## The same crystal with five different gaps

Why should a silicon crystal change its band gap when neither the atoms nor the density functional change? In the five calculations below, only the description of the atomic core and the plane-wave cutoff differ. If every core description were perfect and every basis complete, the rows would agree exactly. The differences that remain show that not every row has reached that limit, and their pattern tells which part of the band structure is affected.

Kohn–Sham DFT calculations with ABINIT and the PBE functional for silicon (two-atom cell, space group Fd-3m), without spin polarisation or spin–orbit coupling. All rows use an 8×8×8 k mesh and Fermi–Dirac smearing of 0.05 eV. The basis column gives the plane-wave cutoff, and both gaps are read on the k mesh.

| potentials | basis | gap (eV) | direct gap (eV) | gap less the median of the rows (eV) |
| --- | --- | --- | --- | --- |
| SG15 NC PBE v1.2 | 816 eV | 0.613 | 2.55700 | -0.012 |
| Ansatz NC PBE | 490 eV | 0.623 | 2.55100 | -0.002 |
| PseudoDojo NC SR PBE v0.4 stringent | 490 eV | 0.625 | 2.55300 | 0.000 |
| SPMS NC PBE v1.0 | 381 eV | 0.627 | 2.55400 | 0.002 |
| JTH PAW PBE v2.0 | 408 eV | 0.637 | 2.56800 | 0.012 |

The gaps span 0.024 eV, about 4 % of their median. Three norm-conserving potentials, Ansatz, PseudoDojo and SPMS, agree within 0.004 eV, and their order deserves no explanation. SG15 lies 0.012 eV below the median and JTH lies 0.012 eV above it. They look like mirror images, but the direct gap shows that they are not.

## Two gaps and the valley between them

Silicon has an indirect gap. Its highest valence level lies at the zone centre, while the lowest conduction level lies in a valley far out towards the zone-boundary point X. The column "direct gap" is the vertical distance at the zone centre, from the valence top to the lowest conduction level there. Call it $E_\mathrm{d}$, and call the ordinary gap $E_\mathrm{g}$. The two are linked by the depth $D$ of the valley, measured downwards from the conduction level at the zone centre:

$$E_\mathrm{g} = E_\mathrm{d} - D .$$

This relation is exact, because it only defines $D$. It becomes a model once $D$ is assumed to be the same for every potential. Two limiting cases then help to read the table. If the conduction levels move together against the valence top, both gaps change equally and $D$ stays fixed. If only the valley moves, $E_\mathrm{g}$ changes and $E_\mathrm{d}$ does not.

## JTH: the conduction levels move together

The three potentials that agree have a mean valley depth of 1.928 eV. JTH was not part of this average, so it can serve as a trial. From its direct gap the model gives

$$E_\mathrm{g} \approx 2.568 - 1.928 = 0.640\ \text{eV},$$

against a computed 0.637 eV. The miss of 0.003 eV is about a quarter of the shift that makes JTH an outlier, though it exceeds the 0.001 eV by which the depth varies among the three.

JTH is therefore close to the first limit. Its valley and its lowest zone-centre conduction level both lie higher above the valence top, by nearly the same amount. The high gap is not a peculiarity of the valley.

A third level shows that more has moved than the valence top. Had the top alone dropped, it would have come closer to the bottom of the valence band. In JTH the two are instead slightly further apart, by 0.007 eV relative to the three potentials that agree. The levels have spread a little in both directions.

## SG15: a deeper valley

The same trial fails for SG15, which was also left out of the average:

$$E_\mathrm{g} \approx 2.557 - 1.928 = 0.629\ \text{eV},$$

whereas the calculation gives 0.613 eV. The miss of 0.016 eV is larger than the shift that makes SG15 an outlier in the first place. Its direct gap is ordinary, only 0.004 eV above the mean of the three, but its valley is deeper.

As far as the two gaps can tell, SG15 is thus close to the second limit. The valley is not the only level that has moved, however: the bottom of the valence band lies 0.009 eV nearer to its top than in the three potentials that agree. The difference of 0.024 eV between JTH and SG15 can now be divided: 0.011 eV comes from the direct gap and 0.013 eV from the valley depth. A single number has joined two unlike deviations. The output printed after this text gives the shifts row by row.

## How the core reaches the band gap

A pseudopotential replaces the nucleus and the inner electrons by a smoother object. Outside a small radius, it should scatter the valence electrons as the real core does. The projector augmented-wave method, PAW, used in the JTH row, pursues the same aim and also restores the shape of the valence waves near the nucleus. Either construction is generated for a single atom and then used in a crystal, where the electrons are distributed differently.

A small error in the core region shifts each level according to how the electron wave looks there. If two levels feel the same shift, their distance does not change. At the zone centre, the valence top and the lowest conduction level are both built mainly from p orbitals, so part of an error can cancel in the direct gap. The valley state mixes s and p character and has a different shape, which gives such cancellation less support. This shows how one potential can have an ordinary direct gap and a low indirect gap, but it does not predict the size or sign of the shift. A plain shift of the s levels against the p levels would even have the wrong sign for SG15. The bottom of its valence band, built from s orbitals, lies closer to the p-like top, and the same shift would raise the valley instead of lowering it. Something more, such as the different shape of the valley state, must therefore count. The argument does not explain JTH either, whose direct gap moves as well; the cause there stays open.

SG15 stands apart in a second property as well. In the same cell its pressure is 0.44 GPa above the mean of the other four rows, which agree among themselves within about 0.05 GPa. Pressure measures how the total energy responds to volume, but the values here carry no Pulay correction for the finite basis, and SG15 has by far the highest cutoff. The excess may thus come partly from the basis and cannot be assigned to the potential alone.

One candidate for the cause is known from the construction of SG15: it has no nonlinear core correction. The exchange–correlation energy depends on the combined density of core and valence electrons, and it is not the sum of two separate contributions. If core and valence did not overlap, separating them would do no harm. Where they do overlap, the separation is right for the atom used in the construction but not quite right for the crystal. That this lowers the valley of SG15 is a guess; a version of the same potential with the correction would test it.

## Why the cutoff does not settle the matter

Among the four norm-conserving rows, the gap falls as the cutoff rises, which invites the conclusion that a larger basis closes the gap. In the limit of a complete basis, however, the cutoff would no longer matter, and each potential approaches that limit at its own rate. A hard potential needs more plane waves than a soft one. Here every change of cutoff is also a change of potential, so the sequence cannot separate the two. To do so, one would hold a potential fixed and raise its cutoff until both gaps stopped moving.

## An error on which all five rows agree

Agreement between potentials is not the same as nearness to the true band edge. The gap is read on a mesh of wave vectors, and along the line from the zone centre to X this mesh has points only at quarter steps. The silicon valley lies at roughly 0.85 of the way. The mesh steps over it, and the nearest points are at 0.75 and at X itself.

Near its minimum the valley is almost a parabola, so the height of a mesh point above the bottom is

$$\Delta E = \frac{\hbar^2 q^2}{2m},$$

where $q$ is the distance from the minimum and $m$ is the effective mass along the line. The full distance to X is 1.15 Å⁻¹, which gives $q \approx 0.10 \times 1.15 \approx 0.12$ Å⁻¹ for the point at 0.75. With $\hbar^2/2m_\mathrm{e} \approx 3.8$ eV Å², where $m_\mathrm{e}$ is the free-electron mass, and a rough mass of $0.9\,m_\mathrm{e}$,

$$\Delta E \approx \frac{3.8 \times 0.12^2}{0.9} \approx 0.06\ \text{eV}.$$

The point at X lies about twice as high, so the point at 0.75 sets the computed gap. The valley position and the mass are rough recalled values, and the result is good only as a size. Even so, the shared overestimate is probably about twice the whole spread between the potentials. The valley depth $D$ used above is thus read on the flank of the valley, where a small sideways move of the minimum would also count as a change of depth. If the valley keeps its place and shape from one potential to the next, a finer mesh will lower all five gaps by nearly the same amount and leave their pattern almost unchanged.

## Which difference matters for which question

The sizes now fall into an order. The choice of potential, together with its cutoff, moves the gap by up to 0.024 eV, and the mesh raises it by roughly 0.06 eV. The functional matters far more: PBE gives only about half of the measured gap, which is roughly 1.2 eV. Spin–orbit coupling, left out here, would lower each gap by roughly 0.015 eV, about as much as either outlier deviates from the median.

For a comparison of gaps between slightly strained cells of silicon, the practical rule is to keep one potential, one cutoff and one mesh throughout, so that shared errors can largely cancel. Between different materials the mesh error need not cancel, because their band edges can lie at other wave vectors. When two potentials disagree, the direct gap should be compared as well. If it shifts along with the indirect gap, the conduction levels have moved together against the valence top; if it stays put, the valley has moved against both levels at the zone centre. In neither case does the size of the gap alone reveal which potential is closer to the full atom.

The analysis program printed:

```
Valley depth and shifts from the mean of Ansatz, PseudoDojo and SPMS (eV):
                                  row  valley depth  gap shift  direct gap shift  depth shift  valence bottom shift
                     SG15 NC PBE v1.2         1.944     -0.012          0.004333      0.01633                 0.009
                        Ansatz NC PBE         1.928     -0.002         -0.001667    0.0003333                -0.002
  PseudoDojo NC SR PBE v0.4 stringent         1.928          0         0.0003333    0.0003333                 0.002
                     SPMS NC PBE v1.0         1.927      0.002          0.001333   -0.0006667                     0
                     JTH PAW PBE v2.0         1.931      0.012           0.01533     0.003333                -0.007
Spread of the gap over all five rows (eV): 0.024
Spread of the gap as percentage of the median gap (%): 3.84
Spread of the gap over Ansatz, PseudoDojo and SPMS (eV): 0.004
Spread of the direct gap over all five rows (eV): 0.017
Spread of the valley depth over the four rows without SG15 (eV): 0.004
JTH less SG15, part from the direct gap (eV): 0.011
JTH less SG15, part from the shallower valley (eV): 0.013
Pressure of SG15 less the mean of the other four (GPa): 0.4387
Spread of the pressure over the other four (GPa): 0.051
Rough height of the mesh point at 0.75 above the valley minimum (eV): 0.0564
Rough height of the mesh point at X above the valley minimum (eV): 0.1269
Rough mesh error divided by the spread over the potentials: 2.35
```
